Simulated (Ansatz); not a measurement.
# Br on several prototypes: a ranking of structure types by relaxed energy

Program: Ansatz 0.2.0, Python API.

`prototypes_br.py`
```python
"""Relaxed energies of Br in several structure types."""

import warnings

import ansatz as az
import numpy as np
import spglib
from tabulate import tabulate


def sc(a_site, a):
    return (
        az.Lattice.cubic(a)
        .space_group(221)
        .atom(a_site, (0, 0, 0))
    )


def hcp(A, a):
    return (
        az.Lattice.from_parameters(a, a, 1.633 * a, alpha=90, beta=90, gamma=120)
        .space_group(194)
        .atom(A, (1 / 3, 2 / 3, 0.25))
    )


def diamond(first, a):
    return az.Crystal.diamond(first, a=a)


def solve(name, crystal, relax=True):
    calc = (
        crystal.calculation()
        .functional("pbe")
        .basis(550)
        .kpoints(spacing=0.15)
        .occupations("fermi_dirac", width=0.05)
        .stress()  # GPa
        .band_table()  # levels at the mesh points
    )
    if relax:
        calc = calc.relax(force_tolerance=0.02, max_steps=40, cell=True)
    return calc.run(threads=1)

def bulk_modulus(name, outcome, step=0.01):
    # B = -V dP/dV from the pressures of two uniformly scaled cells, atoms held at their fractions
    pressure = []
    for factor in (1 - step, 1.0, 1 + step):
        cell = az.Crystal(lattice=az.Lattice.of(outcome.lattice.cell_ang * factor ** (1 / 3)))
        for site in outcome.report["lattice"]["sites"]:
            cell = cell.atom(site["symbol"], site["position_frac"])
        pressure.append(np.trace(solve(name, cell, relax=False).report["stress_gpa"]) / 3)
    slope, bend = (pressure[0] - pressure[2]) / (2 * step), abs(pressure[0] + pressure[2] - 2 * pressure[1])
    # a jump of mesh or basis between the cells shows as a kink: no modulus then
    return float(slope) if bend < 12 * step**2 * abs(slope) + 0.15 and abs(pressure[1]) < 1.5 else float("nan")


def volume_per_atom(outcome):
    return abs(np.linalg.det(outcome.lattice.cell_ang)) / len(outcome.lattice.sites)


def space_group(outcome):
    sites = outcome.report["lattice"]["sites"]
    kinds = sorted({site["symbol"] for site in sites})
    cell = (outcome.lattice.cell_ang, [site["position_frac"] for site in sites], [kinds.index(site["symbol"]) for site in sites])
    return spglib.get_spacegroup(cell, symprec=0.01)


def gap_ev(outcome):
    # nan where the run reports no band edges: a metal, overlapping bands, or a gap that is small against the smearing
    edges = outcome.report.get("band_edges_ev")
    return edges[1] - edges[0] if edges else float("nan")


def main() -> None:
    # a is a first guess in angstrom
    warnings.simplefilter("ignore", az.DeckWarning)

    phases = {}
    phases["sc"] = sc("Br", 3.06)
    phases["hcp"] = hcp("Br", 3.33)
    phases["diamond"] = diamond("Br", 6.48)

    done = {name: solve(name, crystal) for name, crystal in phases.items()}

    energy = {name: o.report["energy_sigma0_ev"] / len(o.lattice.sites) for name, o in done.items()}
    lowest = min(energy.values())
    rows = [(name, len(o.lattice.sites), 1000 * (energy[name] - lowest), volume_per_atom(o), space_group(o), gap_ev(o), bulk_modulus(name, o)) for name, o in done.items()]
    rows.sort(key=lambda row: row[2])
    print(tabulate(rows, headers=["phase", "atoms", "dE (meV/atom)", "V (A^3/atom)", "space group", "gap (eV)", "B (GPa)"], floatfmt=".4f", tablefmt="psql"))


if __name__ == "__main__":
    main()
```

```console
$ python prototypes_br.py
+---------+---------+-----------------+----------------+----------------+------------+-----------+
| phase   |   atoms |   dE (meV/atom) |   V (A^3/atom) | space group    |   gap (eV) |   B (GPa) |
|---------+---------+-----------------+----------------+----------------+------------+-----------|
| hcp     |       2 |          0.0000 |        36.4812 | P6_3/mmc (194) |        nan |   23.6220 |
| sc      |       1 |         26.1497 |        29.7746 | Pm-3m (221)    |        nan |   29.4220 |
| diamond |       2 |        229.6826 |        42.9317 | Fd-3m (227)    |        nan |   15.3045 |
+---------+---------+-----------------+----------------+----------------+------------+-----------+
```

By space group at the end of each run: P6_3/mmc (+0 meV an atom, 36.5 Å³), Pm-3m (+26 meV an atom, 29.8 Å³) and Fd-3m (+230 meV an atom, 42.9 Å³).

Caveats:
- Pressure is positive in compression.
- Gaps and levels are Kohn-Sham values on a finite set of k-points, without spin-orbit coupling.
- The cells are built on prototypes, so most aren't the phase found in nature. Rows bear the name of their start, and a relaxation keeps or raises the symmetry. Differences under 10 to 15 meV an atom lie within the error of mesh and functional.
- Hardware and time: 4.7 min on 1 thread of Arm Neoverse V1, with other jobs on the host, peak memory 0.54 GiB.
